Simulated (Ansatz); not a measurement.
## Elastic constants of ZnF$_{2}$ (P4_2/mnm), step by step

```
CELL_PARAMETERS angstrom
4.71720 0.00000 0.00000
0.00000 4.71720 0.00000
0.00000 0.00000 3.12862
ATOMIC_POSITIONS crystal
Zn 0.00000 0.00000 0.00000
Zn 0.50000 0.50000 0.50000
F 0.30384 0.30384 0.00000
F 0.19616 0.80384 0.50000
F 0.69616 0.69616 0.00000
F 0.80384 0.19616 0.50000
```

Level of theory, where no other is named: PBEsol, all-electron LAPW in Ansatz 0.2.0, scalar-relativistic. k mesh 4×4×6, fixed occupations, basis error target 1 meV/atom. The cell was relaxed by PAW under this functional.

The cell is tetragonal and carries a residual pressure of -0.10 GPa at this level. Each strain component that symmetry leaves independent is applied at ±0.008, the ions relax wherever a strain frees them, and the stress (tension positive, GPa) is read. Shears are engineering strains, γ = 2ε.

```
strain    size      σxx      σyy      σzz      σyz     σxz      σxy
    xx  -0.008  -0.9219  -0.7056  -0.6170   0.0000  0.0000   0.0000
    xx  +0.008   1.0686   0.8141   0.8641   0.0000  0.0000   0.0000
    zz  -0.008  -0.6739  -0.6739  -1.4726   0.0000  0.0000   0.0000
    zz  +0.008   0.8121   0.8121   1.6847   0.0000  0.0000   0.0000
    yz  -0.008   0.0804   0.0808   0.1359  -0.2777  0.0000   0.0000
    yz  +0.008   0.0805   0.0808   0.1359   0.2777  0.0000   0.0000
    xy  -0.008   0.0748   0.0748   0.1290   0.0000  0.0000  -0.6487
    xy  +0.008   0.0748   0.0748   0.1290   0.0000  0.0000   0.6487
```

A central difference gives one constant, for example C11 ≈ (1.0686 − (-0.9219))/(0.016) = 124.4 GPa; the program then imposes the crystal's symmetry on the whole matrix.

What are the independent elastic constants?

C11 = 124.4, C12 = 95.0, C13 = 92.7, C33 = 197.3, C44 = 34.7, C66 = 81.1 GPa.

Is the crystal stable against homogeneous strain?

The least eigenvalue of the 6×6 matrix is 29.4 GPa, so yes.

What moduli does a random aggregate of grains have?

Voigt and Reuss bounds: B from 107.3 to 111.9 and G from 30.6 to 41.1 GPa; their means are B = 109.6 and G = 35.8 GPa. Then E = 9BG/(3B + G) = 97.0 GPa, ν = (3B − 2G)/(6B + 2G) = 0.353 and B/G = 3.06, on the ductile side of Pugh's 1.75 (a rule of thumb, made for metals; it doesn't predict ductility here).

With the density of 4.931 g/cm³, how fast does sound travel, and what Debye temperature follows?

```tsv
direction	slow (m/s)	middle (m/s)	fast (m/s)
x	2653	4055	5023
y	2653	4055	5023
z	2653	2653	6326
```

The mean of v⁻³ over directions and branches gives v_m = 2953 m/s and θ_D = (ħ/k_B) v_m (6π²n)^(1/3) = 388 K, n being atoms per volume. Young's modulus spans 48 to 146 GPa over directions, and the universal anisotropy index is 1.78.

How far do the constants move if PAW replaces LAPW in the same cell?

```
constant  LAPW (GPa)  PAW (GPa)  difference
     C11       124.4      124.8         0.4
     C12        95.0       95.9         0.9
     C13        92.7       93.6         0.9
     C33       197.3      197.3         0.0
     C44        34.7       34.7         0.0
     C66        81.1       80.9        -0.2
```

Caveats: the frozen-core PAW files of the compared runs were fitted under PBE, their cores solved anew for this functional.
